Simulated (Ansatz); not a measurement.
# WSi2P4 monolayer in a perpendicular field, part 2 of 4

Wanted: the out-of-plane response of the WSi2P4 monolayer. A positive field points along +c.

Ansatz 0.2.0; plane-wave DFT, PBEsol-D3(BJ), Ansatz PAW (set soft_1); PAW set soft_1 (the session's first sound run).

So far. Step 2 (Relaxing the slab): The lattice constant a goes from 3.480 to 3.387 Å.

### 3. Atoms held, field 0

A sawtooth potential applies the field, turning back in the middle of the vacuum. With the dipole correction the typed value is the field outside the slab. The induced dipole is small, so the SCF threshold is tight.

The cell differs from the one that the last finished run ended in (c 48.011 → 27.428 Å).

input.yaml reads:

```yaml
crystal:
  lattice:
    - [3.3869153278, 0.0, 0.0]
    - [-1.6934576639, 2.9331547143, 0.0]
    - [0.0, 0.0, 27.4283660641]
  atoms:
    - { symbol: P, position: [0.0, 0.0, 0.3281274568] }
    - { symbol: Si, position: [0.3333333333, 0.6666666667, 0.3664477279] }
    - { symbol: P, position: [0.3333333333, 0.6666666667, 0.4477487376] }
    - { symbol: W, position: [0.0, 0.0, 0.5] }
    - { symbol: P, position: [0.3333333333, 0.6666666667, 0.5522512624] }
    - { symbol: Si, position: [0.3333333333, 0.6666666667, 0.6335522721] }
    - { symbol: P, position: [0.0, 0.0, 0.6718725432] }
kpoints:
  mp_grid: { grid: [18, 18, 1] }
  band_path:
    path: [[0, 0, 0], [0.5, 0, 0], [0.33333333, 0.33333333, 0], [0, 0, 0]]
    npoints: 16
hamiltonian:
  xc: pbesol
  dispersion: d3bj
  pseudopotentials: { kind: paw, azcp: { folder: soft_1 }, xc_functional: pbe }
scf:
  occupations: { method: fermi_dirac, width: 0.02585 }
  convergence: { dr2_threshold: 1.0e-10 }
efield:
  axis: 3
  dipole_correction: true
  ramp_position: 0.97
  ramp_width: 0.06
  amplitude: 0
output:
  dos: { projected: true, e_range: [-6, 5] }
  bader: true
  write_potential: true
  write_density: true
  volumetric_format: npy
  elf: true
```

Command:

```
ansatz run input.yaml --threads 4 --pin off --max-ram 6144MiB --backend cpu --events-out ev --progress --plain --runs-dir out
```

What it wrote:

```text
[...]
Crystal: 7 atoms, lattice volume = 272.483 Å³
Basis set: ecut = 420 eV, 5347 PW (Γ)
Bands: 28, of which v1, the nominal top of the filled ones, is band 21 counted from 1 (20 counted from 0)
Symmetry: 6 space group operations
k-points: 37 of 324 (time reversal used)
[...]
SCF iter   1: F=—  HF=-14465.934972 eV  |F-HF|=—  |Δ(HF+E_count)|=         —  Δρ=3.34e-2  dr2=3.95e0  ethr=3.10e-3  p=0.000 e·Å  D=9.25e-14 V/Å  ΔV_dip=-0.00 eV  dr2_dipole=1.29e-7  V_vac-E_F(+/−)=6.76/6.76 eV  ⟨swp⟩=12.3  Hψ=7842  notcnv=0
efield: sawtooth ramp at fractional position 0.9700 (set: `efield.ramp_position`, or a place that a band, a saddle search or an elastic batch's reference lends), width 0.0600; the density the first Hamiltonian is built on has a dipole p = 0.000 e·Å; the dipole correction subtracts the counter field D = 9.25e-14 V/Å, which shifts the + side's vacuum level by -0.00 eV against the − side's; the planar-averaged density in the ramp window peaks in size at 4.3e-7 e/Å³
[...]
SCF iter   2: F=—  HF=-14466.016805 eV  |F-HF|=—  |Δ(HF+E_count)|=   8.18e-2  Δρ=2.24e-2  dr2=1.58e1  ethr=3.10e-3  p=0.000 e·Å  D=2.07e-4 V/Å  ΔV_dip=-0.01 eV  dr2_dipole=3.58e-5  V_vac-E_F(+/−)=3.27/3.27 eV  ⟨swp⟩=5.2  Hψ=2518  notcnv=0  defer=78  recentre
[...]
SCF iter  16: F=-14464.769172 eV  HF=-14464.769172 eV  |F-HF|=8.19e-11  |Δ(HF+E_count)|=  9.82e-11  Δρ=7.69e-8  dr2=8.63e-11  ethr=1.00e-12  p=0.000 e·Å  D=4.38e-7 V/Å  ΔV_dip=-0.00 eV  dr2_dipole=2.70e-11  V_vac-E_F(+/−)=4.81/4.81 eV  ⟨swp⟩=13.8  Hψ=4415  notcnv=0
SCF 1 converged in 16 iterations: F = -14464.769172 eV  dr2 = 8.63e-11
[...]
NSCF: frozen V_eff on 49 k-points
efield: sawtooth ramp at fractional position 0.9700 (kept from the solve that this one continues, or follows in the run), width 0.0600; the density the first Hamiltonian is built on has a dipole p = 0.000 e·Å; the dipole correction subtracts the counter field D = 4.38e-7 V/Å, which shifts the + side's vacuum level by -0.00 eV against the − side's; the planar-averaged density in the ramp window peaks in size at 4.6e-7 e/Å³
WARN: The output density's exchange-correlation potential varies sharply where the density is thin. Do not read a vacuum level from v_tot or v_xc, or from such a field of the output density. On a cell that repeats whose density bears no net charge and no dipole along the vacuum's axis use v_es (v_loc + v_h of the components); under efield.dipole_correction with no amplitude use v_es + v_field, which holds any externa [...]
SCF converged after 16 iterations
Free energy (F): -14464.769172 eV
[...]
Internal energy: -14464.769172 eV  (E = F + TS)
E sigma→0 (E₀):  -14464.769172 eV
Fermi energy:    1.753232 eV
Dipole field:    D = -0.000006 V/Å  (p = -0.000008 e·Å, saw-weighted, corrected)
Work function:   Φ+ = 4.8125 eV   Φ− = 4.8123 eV
Levels:          The Fermi level and band energies are counted from a zero that moves with the ramp; work functions are not
[...]
--- Band table (eV; the first three rows and the last of 37) ---
  k-point 0: bands = [... 17 lower, 0.6111, 0.6760, 0.6760, 0.8838, 4.1162, 4.1162, 4.3994, 4.3994, ... 3 higher]
  k-point 1: bands = [... 17 lower, 0.4399, 0.5090, 0.5802, 0.9150, 3.9976, 4.2183, 4.2214, 4.4387, ... 3 higher]
  k-point 2: bands = [... 17 lower, 0.2500, 0.2790, 0.3361, 0.8793, 3.7401, 3.8193, 4.4468, 4.4821, ... 3 higher]
  k-point 36: bands = [... 17 lower, -1.7063, -0.4787, 0.2497, 1.2568, 2.2507, 2.6510, 2.9603, 3.6483, ... 3 higher]
--- Bader charges: 7 sites ---
  site symbol  charge [e]  shift [e]
     0      P     -1.4323     0.0219
     1     Si      1.9309     0.0298
     2      P     -0.9818     0.0172
     3      W      0.9663     0.0186
     4      P     -0.9818     0.0172
     5     Si      1.9309     0.0298
     6      P     -1.4323     0.0219
  estimated error of the sums over rays = 9.3e-4 e
```

The job ended after 68 s (4 threads of Intel Xeon Platinum 8259CL at 2.50GHz (Skylake/Cascade Lake), shared host; peak memory 0.79 GiB).

This step gave:

```
gap on the k-mesh                  : 0.9939 eV
dipole along the normal            : -8.36e-6 e·Å
gap along the path                 : 0.9939 eV
smallest direct gap along the path : 0.9939 eV
ionisation energy, upper face      : 5.309 eV
electron affinity, upper face      : 4.315 eV
gap, the smaller of path and mesh  : 0.9939 eV
```

Running mean over a fixed 2.7 Å (it still follows the layers) of the planar mean; the ramp of the sawtooth is left out. Electron's electrostatic potential energy less the Fermi level against z:

| z (Å) | electron's electrostatic potential energy less the Fermi level (eV) |
| --- | --- |
| 4 | 4.81 |
| 5 | 4.81 |
| 6 | 4.77 |
| 7 | 3.92 |
| 8 | -1.06 |
| 9 | -6.40 |
| 10 | -7.15 |
| 11 | -5.09 |
| 12 | -5.43 |
| 13 | -9.71 |
| 14 | -10.2 |
| 15 | -7.25 |
| 16 | -4.94 |
| 17 | -5.91 |
| 18 | -7.70 |
| 19 | -3.63 |
| 20 | 2.22 |
| 21 | 4.65 |
| 22 | 4.80 |
| 23 | 4.81 |
| 24 | 4.81 |

The density of states has structure finer than the step of the table below, so its rows give means over 0.25 eV. Peaks (eV: height): -5.780: 9.16, -5.260: 8.66, -2.910: 8.70, -2.420: 8.53, -2.360: 11.1, 1.550: 8.80, 1.990: 7.38.

Density of states against energy, zero at the Fermi level of the run, which the smearing sets inside the gap; means over each step:

| energy (eV) | density of states (states/eV a cell) |
| --- | --- |
| -5.75 | 4.97 |
| -5.50 | 3.33 |
| -5.25 | 4.68 |
| -5.00 | 3.32 |
| -4.75 | 2.46 |
| -4.50 | 2.46 |
| -4.25 | 3.58 |
| -4.00 | 3.53 |
| -3.75 | 3.36 |
| -3.50 | 4.61 |
| -3.25 | 4.88 |
| -3.00 | 6.80 |
| -2.75 | 5.31 |
| -2.50 | 5.25 |
| -2.25 | 7.68 |
| -2.00 | 5.32 |
| -1.75 | 3.08 |
| -1.50 | 3.91 |
| -1.25 | 3.46 |
| -1.00 | 1.80 |
| -0.75 | 0.879 |
| -0.50 | 0.151 |
| -0.25 | 0 |
| 0.00 | 0 |
| 0.25 | 0 |
| 0.50 | 0.201 |
| 0.75 | 0.891 |
| 1.00 | 3.14 |
| 1.25 | 4.06 |
| 1.50 | 6.27 |
| 1.75 | 5.11 |
| 2.00 | 4.90 |
| 2.25 | 3.77 |

Projected DOS per atom over height of the atomic layer and energy from the Fermi level. Layers: P Si P W P Si P from below.

Values in states/eV, 22 rows by 7 columns, each cell a mean:
```
0.38 0.48 0.38 0.87 0.38 0.48 0.38
0.46 0.51 0.49 1.70 0.49 0.51 0.46
0.54 0.57 0.34 2.10 0.34 0.57 0.54
0.40 0.48 0.20 1.00 0.20 0.48 0.40
0.05 0.08 0.05 0.48 0.05 0.08 0.05
0.00 0.00 0.00 0.02 0.00 0.00 0.00
0.00 0.00 0.00 0.00 0.00 0.00 0.00
0.00 0.00 0.01 0.06 0.01 0.00 0.00
0.08 0.03 0.08 0.72 0.08 0.03 0.08
0.24 0.11 0.40 1.42 0.40 0.11 0.24
0.52 0.16 0.49 1.04 0.49 0.16 0.52
0.95 0.25 0.71 1.09 0.71 0.25 0.95
1.42 0.31 0.93 1.39 0.93 0.31 1.42
0.90 0.37 0.75 1.17 0.75 0.37 0.90
1.00 0.46 0.85 1.04 0.85 0.46 1.00
0.74 0.43 0.63 0.71 0.63 0.43 0.74
0.53 0.37 0.46 0.64 0.46 0.37 0.53
0.46 0.42 0.43 0.68 0.43 0.42 0.46
0.36 0.30 0.30 0.47 0.30 0.30 0.36
0.42 0.40 0.62 0.78 0.62 0.40 0.42
0.34 0.39 0.83 0.71 0.83 0.39 0.34
0.57 0.57 0.84 0.59 0.84 0.57 0.57
```
Columns: height of the atomic layer (Å) from 9 to 18.4 (not evenly spaced); rows upwards: energy from the Fermi level (eV) from -5.96 to 2.41.

Electronic bands along the path, in eV, zero at the Fermi level of the run, which the smearing sets inside the gap:

| point | band 18 | band 19 | band 20 | band 21 | band 22 | band 23 | band 24 | band 25 |
| --- | --- | --- | --- | --- | --- | --- | --- | --- |
| Γ | -1.14 | -1.08 | -1.08 | -0.87 | 2.36 | 2.36 | 2.65 | 2.65 |
| halfway | -2.19 | -2.16 | -1.94 | -1.41 | 1.27 | 1.54 | 2.13 | 2.22 |
| M | -2.56 | -2.36 | -2.03 | -1.16 | 0.86 | 1.03 | 1.56 | 1.69 |
| halfway | -2.99 | -2.38 | -1.86 | -1.02 | 0.96 | 1.39 | 1.50 | 2.49 |
| K | -3.46 | -2.23 | -1.50 | -0.50 | 0.50 | 0.90 | 1.21 | 1.90 |
| halfway | -2.47 | -2.37 | -1.87 | -1.44 | 1.40 | 1.78 | 2.00 | 3.07 |
| Γ | -1.14 | -1.08 | -1.08 | -0.87 | 2.36 | 2.36 | 2.65 | 2.65 |

ELF in the ca plane at fractional y = 0.667, with atoms of Si and P within 0.2 Å of it. It is the smooth field of the valence electrons, not physical close to the nuclei.

Ten even steps from '0' (0.00) to '9' (0.92), each cell a mean:
```
00000000000000014677777642112443222234321124
00000000000000024688776541001232122123210024
00000000000000012567778753224665222356642236
00000000000000000234678765667788523588776656
00000000000000000011355436997347633674479863
00000000000000000001233347996003533530079964
00000000000000000001344437997115633651179963
00000000000000000123577656787678633687678765
00000000000000002356678864446787422478754446
```
Columns run along c (16.0 Å, from fractional 0.06 to 0.64 of the cell), rows up along a (3.4 Å). Atoms in or near the plane, at fractional coordinates: Si at (0.37, 0.33), P at (0.45, 0.33), P at (0.55, 0.33), Si at (0.63, 0.33).

Electrostatic potential energy in the ca plane at fractional y = 0.667, with atoms of Si and P within 0.2 Å of it. With pseudopotentials it is smooth inside the atoms' cores, unlike the true potential.

Ten even steps from '0' (-45 eV) to '9' (7 eV), each cell a mean:
```
99999999999999999998778899999998766789999999
99999999999999999998778899999998766789999999
99999999999999999998888888999888777888899988
99999999999999999999887557887557888875678875
99999999999999999999873224773003788730047732
99999999999999999999862552661001688600016625
99999999999999999999862332762001788610027623
99999999999999999999875335885325888752368853
99999999999999999999888778998888877887889987
```
Columns run along c (16.0 Å, from fractional 0.06 to 0.64 of the cell; values clipped at the 3rd and 97th percentile), rows up along a (3.4 Å). Atoms in or near the plane, at fractional coordinates: Si at (0.37, 0.33), P at (0.45, 0.33), P at (0.55, 0.33), Si at (0.63, 0.33).

Valence density in the ca plane at fractional y = 0.667, with atoms of Si and P within 0.2 Å of it. It is the smooth field of the valence electrons, not physical close to the nuclei.

Ten even steps from '0' (0.00 e/Å³) to '9' (0.76 e/Å³), each cell a mean:
```
00000000000000000013455321111233577533211112
00000000000000000013454321001123587532110012
00000000000000000012455431112344555544321123
00000000000000000001346543335687544578643334
00000000000000000001245434678779644697787543
00000000000000000001233225899338644772399752
00000000000000000001244325789558644784598752
00000000000000000001246544456798644699765444
00000000000000000012355532223465555555432223
```
Columns run along c (16.0 Å, from fractional 0.06 to 0.64 of the cell), rows up along a (3.4 Å). Atoms in or near the plane, at fractional coordinates: Si at (0.37, 0.33), P at (0.45, 0.33), P at (0.55, 0.33), Si at (0.63, 0.33).

The gap is 0.99 eV, with the valence edge 5.31 eV and the conduction edge 4.31 eV under the upper vacuum level. Spin-orbit coupling, left out in this run, matters for the bands of elements this heavy.

### 4. Atoms held, field 0.1 V/Å

Changes to input.yaml since step 3:

```diff
@@ -28,8 +28,6 @@
   dipole_correction: true
-  ramp_position: 0.97
-  ramp_width: 0.06
-  amplitude: 0
+  ramp_position: 0.9552
+  ramp_width: 0.0897
+  amplitude: 0.1
 output:
-  dos: { projected: true, e_range: [-6, 5] }
-  bader: true
   write_potential: true
@@ -37,2 +35 @@
   volumetric_format: npy
-  elf: true
```

What it wrote:

```text
[...]
Crystal: 7 atoms, lattice volume = 272.483 Å³
Basis set: ecut = 420 eV, 5347 PW (Γ)
Bands: 28, of which v1, the nominal top of the filled ones, is band 21 counted from 1 (20 counted from 0)
Symmetry: 6 space group operations
k-points: 37 of 324 (time reversal used)
[...]
k-point 0: bands = [... 17 lower, 0.6013, 0.6850, 0.6850, 0.8837, 4.1150, 4.1150, 4.3996, 4.3996, ... 3 higher]
  k-point 1: bands = [... 17 lower, 0.4410, 0.5000, 0.5884, 0.9150, 3.9959, 4.2186, 4.2200, 4.4390, ... 3 higher]
  k-point 2: bands = [... 17 lower, 0.2426, 0.2783, 0.3428, 0.8793, 3.7354, 3.8226, 4.4429, 4.4851, ... 3 higher]
  k-point 36: bands = [... 17 lower, -1.7071, -0.4798, 0.2502, 1.2563, 2.2503, 2.6501, 2.9596, 3.6481, ... 3 higher]
[key lines of the parts left out:]
SCF converged after 18 iterations
Free energy (F): -14464.772272 eV
Fermi energy:    1.752724 eV
Dipole field:    D = 0.041178 V/Å  (p = 0.062007 e·Å, saw-weighted, corrected)
```

The job ended after 27 s (4 threads; peak memory 0.74 GiB).

The dipole is 0.0620 e·Å, and the gap 0.994 eV.

### 5. Atoms held, field -0.1 V/Å

Changes to input.yaml since step 4:

```diff
@@ -30,3 +30,3 @@
   ramp_width: 0.0897
-  amplitude: 0.1
+  amplitude: -0.1
 output:
```

What it wrote:

```text
[...]
Crystal: 7 atoms, lattice volume = 272.483 Å³
Basis set: ecut = 420 eV, 5347 PW (Γ)
Bands: 28, of which v1, the nominal top of the filled ones, is band 21 counted from 1 (20 counted from 0)
Symmetry: 6 space group operations
k-points: 37 of 324 (time reversal used)
[...]
k-point 0: bands = [... 17 lower, 0.6014, 0.6851, 0.6851, 0.8839, 4.1152, 4.1152, 4.3997, 4.3997, ... 3 higher]
  k-point 1: bands = [... 17 lower, 0.4412, 0.5002, 0.5885, 0.9151, 3.9960, 4.2188, 4.2202, 4.4391, ... 3 higher]
  k-point 2: bands = [... 17 lower, 0.2428, 0.2784, 0.3429, 0.8794, 3.7355, 3.8228, 4.4430, 4.4852, ... 3 higher]
  k-point 36: bands = [... 17 lower, -1.7069, -0.4797, 0.2504, 1.2564, 2.2504, 2.6503, 2.9598, 3.6483, ... 3 higher]
[key lines of the parts left out:]
SCF converged after 17 iterations
Free energy (F): -14464.772272 eV
Fermi energy:    1.752885 eV
Dipole field:    D = -0.041182 V/Å  (p = -0.062014 e·Å, saw-weighted, corrected)
```

Wall time 25 s (4 threads); peak memory 0.74 GiB; 92 s of CPU time.

The dipole is -0.0620 e·Å, and the gap 0.994 eV.

### 6. Single point, field 0.2 V/Å

Changes to input.yaml since step 5:

```diff
@@ -30,3 +30,3 @@
   ramp_width: 0.0897
-  amplitude: -0.1
+  amplitude: 0.2
 output:
```

What it wrote:

```text
[...]
Crystal: 7 atoms, lattice volume = 272.483 Å³
Basis set: ecut = 420 eV, 5347 PW (Γ)
Bands: 28, of which v1, the nominal top of the filled ones, is band 21 counted from 1 (20 counted from 0)
Symmetry: 6 space group operations
k-points: 37 of 324 (time reversal used)
[...]
k-point 0: bands = [... 17 lower, 0.5801, 0.7040, 0.7040, 0.8835, 4.1115, 4.1115, 4.4002, 4.4002, ... 3 higher]
  k-point 1: bands = [... 17 lower, 0.4443, 0.4799, 0.6064, 0.9152, 3.9907, 4.2162, 4.2197, 4.4400, ... 3 higher]
  k-point 2: bands = [... 17 lower, 0.2249, 0.2763, 0.3586, 0.8793, 3.7230, 3.8310, 4.4336, 4.4916, ... 3 higher]
  k-point 36: bands = [... 17 lower, -1.7091, -0.4830, 0.2520, 1.2549, 2.2490, 2.6479, 2.9576, 3.6479, ... 3 higher]
[key lines of the parts left out:]
SCF converged after 18 iterations
Free energy (F): -14464.781574 eV
Fermi energy:    1.751366 eV
Dipole field:    D = 0.082364 V/Å  (p = 0.124027 e·Å, saw-weighted, corrected)
```

Wall time 25 s (4 threads); peak memory 0.74 GiB; 95 s of CPU time.

The dipole is 0.124 e·Å, and the gap 0.994 eV.

### 7. Single point, field -0.2 V/Å

Changes to input.yaml since step 6:

```diff
@@ -30,3 +30,3 @@
   ramp_width: 0.0897
-  amplitude: 0.2
+  amplitude: -0.2
 output:
```

What it wrote:

```text
[...]
Crystal: 7 atoms, lattice volume = 272.483 Å³
Basis set: ecut = 420 eV, 5347 PW (Γ)
Bands: 28, of which v1, the nominal top of the filled ones, is band 21 counted from 1 (20 counted from 0)
Symmetry: 6 space group operations
k-points: 37 of 324 (time reversal used)
[...]
k-point 0: bands = [... 17 lower, 0.5805, 0.7044, 0.7044, 0.8838, 4.1118, 4.1118, 4.4005, 4.4005, ... 3 higher]
  k-point 1: bands = [... 17 lower, 0.4446, 0.4802, 0.6068, 0.9155, 3.9910, 4.2165, 4.2201, 4.4403, ... 3 higher]
  k-point 2: bands = [... 17 lower, 0.2252, 0.2766, 0.3589, 0.8796, 3.7233, 3.8313, 4.4339, 4.4920, ... 3 higher]
  k-point 36: bands = [... 17 lower, -1.7087, -0.4827, 0.2523, 1.2552, 2.2493, 2.6482, 2.9579, 3.6482, ... 3 higher]
[key lines of the parts left out:]
SCF converged after 18 iterations
Free energy (F): -14464.781574 eV
Fermi energy:    1.751689 eV
Dipole field:    D = -0.082366 V/Å  (p = -0.124029 e·Å, saw-weighted, corrected)
```

The job ended after 24 s (4 threads; peak memory 0.74 GiB; 92 s of CPU time).

The dipole is -0.124 e·Å, and the gap 0.994 eV.

### 8. Single point, field 0.35 V/Å

Changes to input.yaml since step 7:

```diff
@@ -28,6 +28,8 @@
   dipole_correction: true
-  ramp_position: 0.9552
-  ramp_width: 0.0897
-  amplitude: -0.2
+  ramp_position: 0.9338
+  ramp_width: 0.1324
+  amplitude: 0.35
 output:
+  dos: { projected: true, e_range: [-6, 5] }
+  bader: true
   write_potential: true
@@ -35 +37,2 @@
   volumetric_format: npy
+  elf: true
```

What it wrote:

```text
[...]
Crystal: 7 atoms, lattice volume = 272.483 Å³
Basis set: ecut = 420 eV, 5347 PW (Γ)
Bands: 28, of which v1, the nominal top of the filled ones, is band 21 counted from 1 (20 counted from 0)
Symmetry: 6 space group operations
k-points: 37 of 324 (time reversal used)
[...]
k-point 36: bands = [... 17 lower, -1.7142, -0.4913, 0.2571, 1.2513, 2.2459, 2.6420, 2.9525, 3.6475, ... 3 higher]
--- Bader charges: 7 sites ---
  site symbol  charge [e]  shift [e]
     0      P     -1.4516     0.0219
     1     Si      1.9325     0.0298
     2      P     -0.9828     0.0172
     3      W      0.9661     0.0186
     4      P     -0.9803     0.0172
     5     Si      1.9288     0.0298
     6      P     -1.4127     0.0219
  estimated error of the sums over rays = 9.2e-4 e
[key lines of the parts left out:]
SCF converged after 18 iterations
Free energy (F): -14464.807157 eV
Fermi energy:    1.748000 eV
Dipole field:    D = 0.144169 V/Å  (p = 0.217095 e·Å, saw-weighted, corrected)
```

Elapsed: 59 s, on 4 threads; peak memory 0.76 GiB.

The dipole is 0.217 e·Å, and the gap 0.995 eV.

(Part 2 of 4 ends here.)

[Long decimals in the printed logs are rounded to 6 places.]

[Logs are printed without paths, hosts, clocks, repeated set-up lines and the standing remarks that a program may print on its own settings, such as how far it seeks lower states.]

[Hosts, paths, dates, database ids (printed as entryN), source tags and the programs' standing remarks are cut or masked in the printed files.]

[Maps of the electrostatic potential energy from Ansatz leave out the sawtooth potential of an applied field or a dipole correction, so their vacuum need not be flat; planar profiles and work functions include it.]

[The density of states shown here was stored with 400 of the rows of the run's finer table, so its peaks can read low, often by over a quarter, or be missed, and its means over a window can be off by a tenth or more.]
